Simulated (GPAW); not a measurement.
**SiC (Moissanite 3C): optical spectrum from first principles**

Aim: the dielectric function of SiC (Moissanite 3C), and the optical constants that follow from it.

Program: GPAW 26.7.0. Level of theory: DFT, PBE, plane-wave PAW (GPAW data sets), scalar-relativistic, RPA, optical limit. Results are calculated unless marked as measured.

Most raw output is cut from this account.

## Step 1: The starting structure

The structure is cubic, space group F-43m (No. 216). Conventional cell: a = 4.358 Å, b = 4.358 Å, c = 4.358 Å, α = 90.00°, β = 90.00°, γ = 90.00°. Nearest to Si lie 4 C at 1.89 Å. Nearest to C lie 4 Si at 1.89 Å. Farther neighbours are not listed.

## Step 2: Ground state

The self-consistent density comes first; it also tells whether there is a gap, which decides the occupations and the need for a Drude term.

This step: DFT, PBE, plane-wave PAW (GPAW data sets), scalar-relativistic, ground state (GPAW 26.7.0).

gs.py

```python
from ase import Atoms
from ase.dft.bandgap import bandgap
from gpaw import GPAW, PW, FermiDirac

atoms = Atoms(['Si', 'C'],
              cell=[[0.000000000000, 2.179000000000, 2.179000000000],
                    [2.179000000000, 0.000000000000, 2.179000000000],
                    [2.179000000000, 2.179000000000, 0.000000000000]],
              scaled_positions=[[0.000000000000, 0.000000000000, 0.000000000000],
                                [0.750000000000, 0.750000000000, 0.750000000000]],
              pbc=[True, True, True])
atoms.calc = GPAW(mode=PW(500), xc='PBE', kpts={'size': (9, 9, 9), 'gamma': True},
                  occupations=FermiDirac(0.05), maxiter=150, txt='gs.txt')
print('energy (eV)', atoms.get_potential_energy())
print('Fermi level (eV)', atoms.calc.get_fermi_level())
print('valence electrons', atoms.calc.get_number_of_electrons())
print('gap (eV)', bandgap(atoms.calc, output=None)[0])
print('direct gap (eV)', bandgap(atoms.calc, direct=True, output=None)[0])
atoms.calc.write('gs.gpw')
```

On the command line:

```bash
OMP_NUM_THREADS=1 python gs.py
```

Elapsed: 2.5 s, on 1 thread of AMD EPYC 9R14 (Zen 4), shared host; peak memory 0.13 GiB.

Numbers from this step:

| Item | Value |
| --- | --- |
| energy | -14.97 eV |
| Fermi energy | 8.993 eV |
| gap on the k-mesh | 1.496 eV |
| direct gap on the mesh | 4.622 eV |
| electrons | 8 |

There is a gap, 1.50 eV on this mesh (points off the mesh can give less), so no carriers' term is needed.

## Step 3: Bands for the response

The response needs many more empty bands than the density does.

This step: DFT, PBE, plane-wave PAW (GPAW data sets), scalar-relativistic, bands at fixed density (GPAW 26.7.0).

nscf.py

```python
from ase.dft.bandgap import bandgap
from gpaw import GPAW, FermiDirac

calc = GPAW('gs.gpw').fixed_density(kpts={'size': (14, 14, 14), 'gamma': True}, nbands=23, convergence={'bands': 17},
                                    occupations=FermiDirac(0.001), txt='nscf.txt')
print('gap (eV)', bandgap(calc, output=None)[0])
print('direct gap (eV)', bandgap(calc, direct=True, output=None)[0])
print('top band over the Fermi level (eV)', min(calc.get_eigenvalues(kpt=k)[16] for k in range(len(calc.get_ibz_k_points()))) - calc.get_fermi_level())
calc.write('full.gpw', mode='all')
```

On the command line:

```bash
OMP_NUM_THREADS=1 python nscf.py
```

Run time: 9 s. Hardware: 1 thread; peak memory 0.17 GiB.

Read-outs, printed or worked out from the files:

| Item | Value |
| --- | --- |
| gap on the k-mesh | 1.350 eV |
| direct gap on the mesh | 4.542 eV |

## Step 4: Dielectric function, RPA

Local fields let the induced charge screen the field inside the cell, which as a rule lowers ε, most along directions where the density is uneven.

This step: DFT, PBE, plane-wave PAW (GPAW data sets), scalar-relativistic, RPA, optical limit (GPAW 26.7.0).

df.py

```python
from gpaw.response.df import DielectricFunction

df = DielectricFunction('full.gpw', frequencies={'type': 'nonlinear', 'domega0': 0.03, 'omega2': 8},
                        ecut=50,
                        eta=0.15,
                        nbands=17,
                        txt='df.txt')
for direction in ['x', 'z']:
    df.get_dielectric_function(xc='RPA', direction=direction, filename=f'df_{direction}.csv')
```

On the command line:

```bash
OMP_NUM_THREADS=1 python df.py
```

The job ended after 2.6 s (1 thread; peak memory 0.2 GiB).

Read-outs, printed or worked out from the files:

* electronic dielectric constant ε∞, mean over x, y and z (by symmetry where fewer were run): 6.719
* main peak of Im epsilon, first axis: 6.805 eV

Some rows of df_x.csv (energy; Re and Im without local fields; Re and Im with them):

```text
0.000000, 7.107151, 0.000000, 6.719300, 0.000000
0.429336, 7.128604, 0.015085, 6.738975, 0.013834
0.878195, 7.198133, 0.031708, 6.802734, 0.029073
1.347938, 7.326866, 0.051160, 6.920744, 0.046888
1.840057, 7.532732, 0.075541, 7.109366, 0.069190
2.356191, 7.845842, 0.108703, 7.396023, 0.099470
2.898142, 8.320735, 0.158810, 7.830298, 0.145124
3.467895, 9.070157, 0.247625, 8.514476, 0.225827
4.067647, 10.398663, 0.471345, 9.724228, 0.428525
4.699832, 12.698174, 2.173447, 11.810284, 1.970568
5.367152, 14.568553, 5.270922, 13.506944, 4.687228
6.072622, 15.376410, 10.587825, 14.457683, 9.425788
6.819608, 5.649954, 23.385992, 5.631802, 21.868289
7.611886, 1.564444, 9.872082, 0.913015, 8.887142
8.453705, -4.440644, 14.523241, -2.714193, 12.974930
9.349861, -5.083757, 7.819585, -3.597883, 7.760909
10.305790, -4.887436, 5.558028, -4.077960, 5.783792
11.327680, -3.548651, 2.758583, -3.158543, 2.943007
12.422601, -2.659388, 2.942599, -2.079412, 3.161050
13.598673, -2.116837, 1.630054, -1.880903, 1.832408
```

The Im ε, E ∥ x or z has structure finer than the step of the table below, so its rows give means over 0.5 eV, whole bins alone (the curve runs from 0 to 14.0 eV). Peaks (eV: height): 6.82: 21.9, 8.33: 13.8.

Values under the direct gap are tails of Lorentzian lines. Table of Im ε, E ∥ x or z by photon energy; means over each step:

photon energy (eV), Im ε, E ∥ x or z and a bar:
```
      0.5        0.0 
      1.0        0.0 
      1.5        0.1 
      2.0        0.1 
      2.5        0.1 
      3.0        0.2 
      3.5        0.2 
      4.0        0.4 #
      4.5        1.2 ##
      5.0        3.0 #####
      5.5        5.9 #########
      6.0        9.0 ###############
      6.5       15.8 ##########################
      7.0       18.6 ##############################
      7.5        9.3 ###############
      8.0       10.9 ##################
      8.5       11.9 ###################
      9.0        8.1 #############
      9.5        7.0 ###########
     10.0        6.4 ##########
     10.5        5.3 ########
     11.0        3.8 ######
     11.5        2.7 ####
     12.0        2.6 ####
     12.5        3.0 #####
     13.0        2.1 ###
     13.5        1.9 ###
```

The Re ε, E ∥ x or z by photon energy:

photon energy (eV), Re ε, E ∥ x or z and a bar from the least value:
```
      0.0        6.7 ##################
      0.5        6.7 ##################
      1.0        6.8 ##################
      1.5        7.0 ##################
      2.0        7.2 ###################
      2.5        7.5 ###################
      3.0        7.9 ####################
      3.5        8.6 #####################
      4.0        9.5 ######################
      4.5       11.3 #########################
      5.0       12.5 ###########################
      5.5       14.1 ##############################
      6.0       14.1 ##############################
      6.5       13.1 ############################
      7.0        0.2 #######
      7.5        0.2 #######
      8.0        2.7 ###########
      8.5       -3.3 #
      9.0       -2.0 ###
      9.5       -3.5 #
     10.0       -2.2 ###
     10.5       -3.4 #
     11.0       -4.1 
     11.5       -2.8 ##
     12.0       -1.7 ####
     12.5       -2.2 ###
     13.0       -2.3 ###
     13.5       -1.9 ####
```

The loss function −Im 1/ε at q → 0, E ∥ x or z has structure finer than the step of the table below, so its rows give means over 0.5 eV, whole bins alone (the curve runs from 0 to 14.0 eV). Peaks (eV: height): 7.50: 0.112, 12.02: 0.286.

Values under the direct gap are tails of Lorentzian lines. Loss function −Im 1/ε at q → 0, E ∥ x or z against energy loss; means over each step:

```csv
energy loss (eV),"loss function −Im 1/ε at q → 0, E ∥ x or z"
0.5,3.6e-4
1.0,7.2e-4
1.5,0.00110
2.0,0.00150
2.5,0.00196
3.0,0.00249
3.5,0.00318
4.0,0.00437
4.5,0.00949
5.0,0.0180
5.5,0.0264
6.0,0.0324
6.5,0.0375
7.0,0.0531
7.5,0.105
8.0,0.0886
8.5,0.0784
9.0,0.111
9.5,0.116
10.0,0.133
10.5,0.129
11.0,0.129
11.5,0.176
12.0,0.257
12.5,0.216
13.0,0.219
13.5,0.260
```

The reflectivity at normal incidence, E ∥ x or z has structure finer than the step of the table below, so its rows give means over 0.5 eV, whole bins alone (the curve runs from 0 to 14.0 eV). Peaks (eV: height): 7.15: 55.1, 8.64: 53.7, 9.42: 50.6, 11.03: 59.6, 13.00: 54.1.

Table of reflectivity at normal incidence, E ∥ x or z by photon energy; means over each step:

photon energy (eV), reflectivity at normal incidence, E ∥ x or z (%) and a bar from the least value:
```
      0.5       19.7 
      1.0       19.9 
      1.5       20.3 
      2.0       20.9 #
      2.5       21.6 ##
      3.0       22.7 ##
      3.5       24.1 ###
      4.0       26.2 #####
      4.5       29.3 ########
      5.0       32.0 ##########
      5.5       35.5 #############
      6.0       38.5 ###############
      6.5       44.8 ####################
      7.0       53.0 ###########################
      7.5       41.9 ##################
      8.0       39.8 ################
      8.5       51.1 #########################
      9.0       47.0 ######################
      9.5       49.7 ########################
     10.0       46.4 #####################
     10.5       51.8 ##########################
     11.0       57.3 ##############################
     11.5       54.1 ###########################
     12.0       44.0 ###################
     12.5       46.1 #####################
     13.0       52.3 ##########################
     13.5       49.8 ########################
```

The refractive index n and extinction k by photon energy:

| photon energy (eV) | n | k |
| --- | --- | --- |
| 0.0 | 2.59 | 0 |
| 0.5 | 2.60 | 0.00311 |
| 1.0 | 2.61 | 0.00640 |
| 1.5 | 2.64 | 0.0101 |
| 2.0 | 2.68 | 0.0145 |
| 2.5 | 2.74 | 0.0201 |
| 3.0 | 2.82 | 0.0277 |
| 3.5 | 2.93 | 0.0397 |
| 4.0 | 3.09 | 0.0633 |
| 4.5 | 3.36 | 0.174 |
| 5.0 | 3.56 | 0.405 |
| 5.5 | 3.83 | 0.764 |
| 6.0 | 3.91 | 1.09 |
| 6.5 | 4.07 | 1.87 |
| 7.0 | 3.13 | 3.09 |
| 7.5 | 2.13 | 2.10 |
| 8.0 | 2.62 | 2.03 |
| 8.5 | 2.18 | 2.84 |
| 9.0 | 1.76 | 2.26 |
| 9.5 | 1.44 | 2.37 |
| 10.0 | 1.53 | 2.14 |
| 10.5 | 1.15 | 2.18 |
| 11.0 | 0.820 | 2.18 |
| 11.5 | 0.721 | 1.83 |
| 12.0 | 0.795 | 1.52 |
| 12.5 | 0.892 | 1.74 |
| 13.0 | 0.608 | 1.64 |
| 13.5 | 0.616 | 1.52 |

Optical constants at common wavelengths, from n + ik = √ε:

| wavelength (nm) | n | k | R (%) | 1/α |
| --- | --- | --- | --- | --- |
| 1064 | 2.62 | 0.008 | 20.0 | 11 µm |
| 532 | 2.72 | 0.018 | 21.3 | 2.4 µm |
| 450 | 2.77 | 0.024 | 22.1 | 1.5 µm |
| 405 | 2.83 | 0.029 | 22.8 | 1.1 µm |
| 365 | 2.90 | 0.037 | 23.7 | 792 nm |
| 308 | 3.10 | 0.065 | 26.3 | 376 nm |
| 248 | 3.56 | 0.404 | 32.0 | 49 nm |

Below the direct gap, k and the depth come from the tails of the Lorentzian lines, not from transitions.

Rows near the edge hang on the gap, which this functional as a rule makes too small, and phonon-assisted absorption is left out.

## Step 5: Outcome

| Property | Result |
| --- | --- |
| electronic dielectric constant ε∞, mean over x, y and z (by symmetry where fewer were run) (RPA) | 6.72 |
| main peak of Im epsilon, first axis | 6.80 eV |

What this shows: At this level (PBE, RPA) SiC has ε∞ = 6.72 and n = 2.61 at 1550 nm, and Im ε peaks at 6.8 eV. On the mesh the gap is 1.35 eV and the least direct gap 4.54 eV, so on this mesh the band edges lie at different points. Local fields change the static value along x from 7.11 to 6.72 (-5 %). Distinct maxima of Im ε, read by a parabola through the highest points, lie at 6.80 eV (22), 8.32 eV (14), 9.16 eV (8.6) and 10.11 eV (6.9). Excitons and phonon-assisted transitions are missing; PBE gaps are as a rule too small, which pulls the onset down and ε∞ up. The sum runs over mesh points, so small or evenly spaced maxima can still be ripples of the mesh.

[Machine, clock and banner lines and Python warnings are left out of the logs.]

[Logs are printed without paths, hosts, clocks, repeated set-up lines and the standing remarks that a program may print on its own settings, such as how far it seeks lower states.]

[Hosts, paths, dates, database ids (printed as entryN), source tags and the programs' standing remarks are cut or masked in the printed files.]
